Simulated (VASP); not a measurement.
# CN2O (P-42_1m) in VASP: a series of runs

Runs on CN2O. Level: PBE. Tasks: single point.

All numbers are computed with VASP 6.6.1; they aren't measurements. Logs are shortened: lines on timing, memory, paths and dates and some standing lists are left out, and cuts for length are marked.

**1. Starting point**

Symmetry: P-42_1m, No. 113, tetragonal system. The conventional cell has a = 5.935 Å, b = 5.935 Å, c = 4.778 Å, α = 90.00°, β = 90.00°, γ = 90.00°. Around C (site symmetry 2mm) lie 1 O at 1.32 Å and 2 N at 1.32 Å. Around N (site symmetry m) lie 1 C at 1.32 Å. Around O (site symmetry 2mm) lie 1 C at 1.32 Å.

The cell comes from a database or a generator and needn't be the stable form of this composition.

**2. Single point, PBE**

Input file INCAR:

```
PREC = Accurate ; ENCUT = 520
EDIFF = 1E-6 ; ISMEAR = -1
SIGMA = 0.05 ; LREAL = False
LASPH = True ; NELM = 100
ALGO = Normal ; ISIF = 2
LWAVE = False ; LCHARG = True
GGA = PE ; LELF = True
LVHAR = True ; NBANDS = 30
```

Input file KPOINTS:

```
regular mesh
0
Gamma
  4 4 5
```

Input file POSCAR:

```
CN2O
1.0
    5.9351640000      0.0000000000      0.0000000000
    0.0000000000      5.9351640000      0.0000000000
    0.0000000000      0.0000000000      4.7780450000
C N O
2 4 2
Direct
    0.0000000000      0.5000000000      0.3133560000
    0.5000000000      0.0000000000      0.6866440000
    0.8573560000      0.6426440000      0.1954380000
    0.6426440000      0.1426440000      0.8045620000
    0.1426440000      0.3573560000      0.1954380000
    0.3573560000      0.8573560000      0.8045620000
    0.0000000000      0.5000000000      0.5887050000
    0.5000000000      0.0000000000      0.4112950000
```

Potentials or basis: VASP PAW PBE potentials, release 64 (C, N, O).

On the command line:

```
cat potpaw_PBE.64/C/POTCAR potpaw_PBE.64/N/POTCAR potpaw_PBE.64/O/POTCAR > POTCAR
mpirun -np 1 vasp_std > vasp.out
```

OUTCAR:

```text
PREC = Accurate
   ENCUT = 520
   EDIFF = 1E-6
   ISMEAR = -1
   LREAL = False
   LASPH = True
   NELM = 100
   ISIF = 2
   GGA = PE

 ion  position               nearest neighbor table
   1  0.000  0.500  0.313-   7 1.32   5 1.32   3 1.32
   2  0.500  0.000  0.687-   8 1.32   6 1.32   4 1.32
   3  0.857  0.643  0.195-   1 1.32
   4  0.643  0.143  0.805-   2 1.32
   5  0.143  0.357  0.195-   1 1.32
   6  0.357  0.857  0.805-   2 1.32
   7  0.000  0.500  0.589-   1 1.32
   8  0.500  0.000  0.411-   2 1.32

  LATTYP: Found a simple tetragonal cell.
 ALAT       =     5.9351640000
 C/A-ratio  =     0.8050400966

  Lattice vectors:

 A1 = (   5.9351640000,   0.0000000000,   0.0000000000)
 A2 = (   0.0000000000,   5.9351640000,   0.0000000000)
 A3 = (   0.0000000000,   0.0000000000,   4.7780450000)

Analysis of symmetry for initial positions (statically):
=====================================================================
 Subroutine PRICEL returns:
 Original cell was already a primitive cell.

 Routine SETGRP: Setting up the symmetry group for a
 simple tetragonal supercell.

 Subroutine GETGRP returns: Found  8 space group operations
 (whereof  4 operations were pure point group operations)
 out of a pool of 16 trial point group operations.

The static configuration has the point symmetry S_4 .
 The point group associated with its full space group is D_2d.

Analysis of symmetry for dynamics (positions and initial velocities):
=====================================================================
 Subroutine PRICEL returns:
 Original cell was already a primitive cell.

 Routine SETGRP: Setting up the symmetry group for a
 simple tetragonal supercell.

 Subroutine GETGRP returns: Found  8 space group operations
 (whereof  4 operations were pure point group operations)
 out of a pool of 16 trial point group operations.

The dynamic configuration has the point symmetry S_4 .
 The point group associated with its full space group is D_2d.

 Subroutine INISYM returns: Found  8 space group operations
 (whereof  4 operations are pure point group operations),
 and found     1 'primitive' translations

----------------------------------------------------------------------------------------

                                     Primitive cell

  volume of cell :     168.3122

  direct lattice vectors                    reciprocal lattice vectors
     5.935164000  0.000000000  0.000000000     0.168487341  0.000000000  0.000000000
     0.000000000  5.935164000  0.000000000     0.000000000  0.168487341  0.000000000
     0.000000000  0.000000000  4.778045000     0.000000000  0.000000000  0.209290620

  length of vectors
     5.935164000  5.935164000  4.778045000     0.168487341  0.168487341  0.209290620

  position of ions in fractional coordinates (direct lattice)
     0.000000000  0.500000000  0.313356000
     0.500000000  0.000000000  0.686644000
     0.857356000  0.642644000  0.195438000
     0.642644000  0.142644000  0.804562000
     0.142644000  0.357356000  0.195438000
     0.357356000  0.857356000  0.804562000
     0.000000000  0.500000000  0.588705000
     0.500000000  0.000000000  0.411295000

  ion indices of the primitive-cell ions
   primitive index   ion index
                 1           1
                 2           2
                 3           3
                 4           4
                 5           5
                 6           6
                 7           7
                 8           8

----------------------------------------------------------------------------------------

 KPOINTS: regular mesh

Automatic generation of k-mesh.
 Grid dimensions read from file:
 generate k-points for:    4    4    5

 Generating k-lattice:

  Cartesian coordinates                     Fractional coordinates (reciprocal lattice)
     0.042121835  0.000000000  0.000000000     0.250000000  0.000000000  0.000000000
     0.000000000  0.042121835  0.000000000     0.000000000  0.250000000  0.000000000
     0.000000000  0.000000000  0.041858124     0.000000000  0.000000000  0.200000000

  Length of vectors
     0.042121835  0.042121835  0.041858124

  Shift w.r.t. Gamma in fractional coordinates (k-lattice)
     0.000000000  0.000000000  0.000000000

 Subroutine IBZKPT returns following result:
 ===========================================

 Found     18 irreducible k-points:

 Following reciprocal coordinates:
            Coordinates               Weight
  0.000000  0.000000  0.000000      1.000000
  0.250000  0.000000  0.000000      4.000000
  0.500000  0.000000  0.000000      2.000000
  0.250000  0.250000  0.000000      4.000000
  0.500000  0.250000  0.000000      4.000000
  0.500000  0.500000  0.000000      1.000000
[... 10 lines left out ...]
  0.500000  0.250000  0.400000      8.000000
  0.500000  0.500000  0.400000      2.000000
   k-points           NKPTS =     18   k-points in BZ     NKDIM =     18   number of bands    NBANDS=     30
   number of dos      NEDOS =    301   number of ions     NIONS =      8
   total plane-waves  NPLWV =  82944
   dimension x,y,z NGX =    48 NGY =   48 NGZ =   36
   dimension x,y,z NGXF=    96 NGYF=   96 NGZF=   72
   ions per type =               2   4   2
   NGX,Y,Z   is equivalent  to a cutoff of  13.44, 13.44, 12.53 a.u.
   NGXF,Y,Z  is equivalent  to a cutoff of  26.89, 26.89, 25.05 a.u.
 SYSTEM =  unknown system
   PREC   = accura    normal or accurate (medium, high low for compatibility)
   ISTART =      0    job   : 0-new  1-cont  2-samecut
   ICHARG =      2    charge: 1-file 2-atom 10-const
   ISPIN  =      1    spin polarized calculation?
   LNONCOLLINEAR =      F non collinear calculations
   LSORBIT =      F    spin-orbit coupling
   LASPH  =      T    aspherical Exc in radial PAW
   ENCUT  =  520.0 eV  38.22 Ry    6.18 a.u.  11.04 11.04  8.88*2*pi/ulx,y,z
   NELM   =    100;   NELMIN=  2; NELMDL= -5     # of ELM steps
   EDIFF  = 0.1E-05   stopping-criterion for ELM
   LREAL  =      F    real-space projection
   EDIFFG = 0.1E-04   stopping-criterion for IOM
   NSW    =      0    number of steps for IOM
   IBRION =     -1    ionic relax: 0-MD 1-quasi-New 2-CG
   NFREE  =      0    steps in history (QN), initial steepest desc. (CG)
   ISIF   =      2    stress and relaxation
   ISYM   =      2    0-nonsym 1-usesym 2-fastsym
   POTIM  = 0.5000    time-step for ionic-motion
   TEBEG  =    0.0;   TEEND  =   0.0 temperature during run
   PSTRESS=    0.0 pullay stress
   NELECT =      40.0000    total number of electrons
   NUPDOWN=      -1.0000    fix difference up-down
   EMIN   =  10.00;   EMAX   =-10.00  energy-range for DOS
   EFERMI =   0.00;   METHOD = LEGACY
   ISMEAR =    -1;   SIGMA  =   0.05  broadening in eV -4-tet -1-fermi 0-gaus
   EFERMI_NEDOS =   21; number of points for ismear=-14 and -15
   IALGO  =     38    algorithm
   IMIX   =      4    mixing-type and parameters
     AMIX     =   0.40;   BMIX     =  1.00
     AMIX_MAG =   1.60;   BMIX_MAG =  1.00
  volume/ion in A,a.u.               =      21.04       141.98
  Fermi-wavevector in a.u.,A,eV,Ry     =   1.014043  1.916263 13.990636  1.028283
  Thomas-Fermi vector in A             =   2.147247
   LORBIT       =      0    0 simple, 1 ext, 2 COOP (PROOUT), +10 PAW based schemes
   GGA     = PE    functional components
   LHFCALC =     F    Hartree Fock is set to
   AEXX    =    0.0000 exact exchange contribution
   IVDW    =     0    specifies the selected vdW correction
   LEPSILON=     F    determine dielectric tensor
   LRPA    =     F    only Hartree local field effects (RPA)
 non-spin polarized calculation
  energy-cutoff  :      520.00
  volume of cell :      168.31
 maximum number of plane-waves:      4576
 NGX is ok and might be reduce to    48
   NGX = 23   NGY = 23   NGZ = 17

 number of electron      39.9999998 magnetization

 Free energy of the ion-electron system (eV)
  ---------------------------------------------------
  ext. energy  EPLUGINS =         0.00000000
  ---------------------------------------------------
  free energy    TOTEN  =       -48.43689571 eV

  energy without entropy =      -48.28709252  energy(sigma->0) =      -48.36199411

 E-fermi :  -3.9382     XC(G=0):  -6.5498

 val. band max:       -3.9512342214   @ k =   0.2500   0.2500   0.4000
 cond. band min:      -3.9371041731   @ k =   0.5000   0.0000   0.2000
 fundamental gap:      0.0141300484
 Fermi energy:        -3.9382465792

 k-point     1 :       0.0000    0.0000    0.0000
  band No.  band energies     occupation
      1     -23.9788      2.00000
      2     -23.9374      2.00000
      3     -19.7084      2.00000
      4     -19.6976      2.00000
      5     -18.5256      2.00000
      6     -18.5256      2.00000
[... 22 lines left out ...]
     29       7.0738      0.00000
     30       7.9662      0.00000

 k-point     2 :       0.2500    0.0000    0.0000
  band No.  band energies     occupation
      1     -23.9727      2.00000
      2     -23.9434      2.00000
      3     -19.7064      2.00000
      4     -19.6988      2.00000
      5     -18.5264      2.00000
      6     -18.5263      2.00000
[... 22 lines left out ...]
     29       7.1424      0.00000
     30       7.7330      0.00000

 k-point     3 :       0.5000    0.0000    0.0000
  band No.  band energies     occupation
      1     -23.9579      2.00000
      2     -23.9579      2.00000
      3     -19.7022      2.00000
      4     -19.7022      2.00000
      5     -18.5271      2.00000
      6     -18.5271      2.00000
[... 22 lines left out ...]
     29       7.6869      0.00000
     30       7.6869      0.00000

 k-point     4 :       0.2500    0.2500    0.0000
  band No.  band energies     occupation
      1     -23.9683      2.00000
      2     -23.9476      2.00000
      3     -19.7049      2.00000
      4     -19.6996      2.00000
      5     -18.5275      2.00000
      6     -18.5271      2.00000
[... 22 lines left out ...]
     29       6.2525      0.00000
     30       7.3302      0.00000

 k-point     5 :       0.5000    0.2500    0.0000
  band No.  band energies     occupation
      1     -23.9579      2.00000
      2     -23.9579      2.00000
      3     -19.7019      2.00000
      4     -19.7019      2.00000
      5     -18.5283      2.00000
      6     -18.5283      2.00000
[... 22 lines left out ...]
     29       6.6199      0.00000
     30       6.6199      0.00000
[... 328 lines left out ...]
     29       6.5059      0.00000
     30       6.5059      0.00000

 k-point    16 :       0.2500    0.2500    0.4000
  band No.  band energies     occupation
      1     -23.9399      2.00000
      2     -23.9232      2.00000
      3     -19.8085      2.00000
      4     -19.7721      2.00000
      5     -18.5204      2.00000
      6     -18.5195      2.00000
[... 22 lines left out ...]
     29       6.2783      0.00000
     30       7.2497      0.00000

 k-point    17 :       0.5000    0.2500    0.4000
  band No.  band energies     occupation
      1     -23.9314      2.00000
      2     -23.9314      2.00000
      3     -19.7899      2.00000
      4     -19.7899      2.00000
      5     -18.5208      2.00000
      6     -18.5208      2.00000
[... 22 lines left out ...]
     29       6.5397      0.00000
     30       6.5397      0.00000

 k-point    18 :       0.5000    0.5000    0.4000
  band No.  band energies     occupation
      1     -23.9314      2.00000
      2     -23.9314      2.00000
      3     -19.7893      2.00000
      4     -19.7893      2.00000
      5     -18.5222      2.00000
      6     -18.5222      2.00000
[... 22 lines left out ...]
     29       6.2235      0.00000
     30       6.2235      0.00000

------------------------ aborting loop because EDIFF is reached ----------------------------------------

  FORCE on cell =-STRESS in cart. coord.  units (eV):
  Direction    XX          YY          ZZ          XY          YZ          ZX
  --------------------------------------------------------------------------------------
  -------------------------------------------------------------------------------------
  Total       -2.4084232     -2.4084232     -2.0125982      0.0000000      0.0000000      0.0000000
  in kB      -22.9259692    -22.9259692    -19.1580799      0.0000000      0.0000000      0.0000000
  external PRESSURE =     -21.6700061 kB  Pullay stress =       0.0000000 kB

 VOLUME and BASIS-vectors are now :
 -----------------------------------------------------------------------------
  energy-cutoff  :      520.00
  volume of cell :      168.31
      direct lattice vectors                 reciprocal lattice vectors
     5.935164000  0.000000000  0.000000000     0.168487341  0.000000000  0.000000000
     0.000000000  5.935164000  0.000000000     0.000000000  0.168487341  0.000000000
     0.000000000  0.000000000  4.778045000     0.000000000  0.000000000  0.209290620

 POSITION                                       TOTAL-FORCE (eV/Angst)
 -----------------------------------------------------------------------------------
      0.00000      2.96758      1.49723        -0.000000      0.000000      0.753938
      2.96758      0.00000      3.28082        -0.000000      0.000000     -0.753938
      5.08855      3.81420      0.93381         0.503415     -0.503415     -0.319754
      3.81420      0.84662      3.84423        -0.503415     -0.503415      0.319754
      0.84662      2.12097      0.93381        -0.503415      0.503415     -0.319754
      2.12097      5.08855      3.84423         0.503415      0.503415      0.319754
      0.00000      2.96758      2.81286        -0.000000      0.000000     -0.312230
      2.96758      0.00000      1.96519        -0.000000     -0.000000      0.312230
 -----------------------------------------------------------------------------------
    total drift:                                0.000000      0.000000      0.000000

  FREE ENERGIE OF THE ION-ELECTRON SYSTEM (eV)
  ---------------------------------------------------
  free  energy   TOTEN  =       -48.4368957080 eV

  energy  without entropy=      -48.2870925193  energy(sigma->0) =      -48.36199411
```

Wall time 41 s (1 thread of Intel Xeon 6975P-C (Granite Rapids), shared host); peak memory 0.3 GiB.

What came out:

| Item | Value |
| --- | --- |
| Free energy | -48.4369 eV |
| Pressure | -2.2 GPa |
| Largest force | 0.780 eV/Å |
| Band gap on the k mesh | none (metal or under the smearing width) |

Forces on the atoms (eV/Å):
```
C    0.000  0.000  0.754
C    0.000  0.000 -0.754
N    0.503 -0.503 -0.320
N   -0.503 -0.503  0.320
N   -0.503  0.503 -0.320
N    0.503  0.503  0.320
O    0.000  0.000 -0.312
O    0.000  0.000  0.312
```

Levels at points of the mesh, in eV from the Fermi level:
```
           k point  band 16  band 17  band 18  band 19  band 20  band 21  band 22  band 23  band 24  band 25
(0.00, 0.00, 0.00)    -0.88    -0.26    -0.18    -0.18     0.02     0.19     0.28     0.99     0.99     6.84
(0.50, 0.00, 0.00)    -0.89    -0.25    -0.25     0.03     0.03     0.21     0.21     0.95     0.95     6.73
(0.50, 0.50, 0.00)    -0.87    -0.25    -0.25     0.08     0.08     0.16     0.16     1.00     1.00     6.65
```

[end of part 1 of 2]
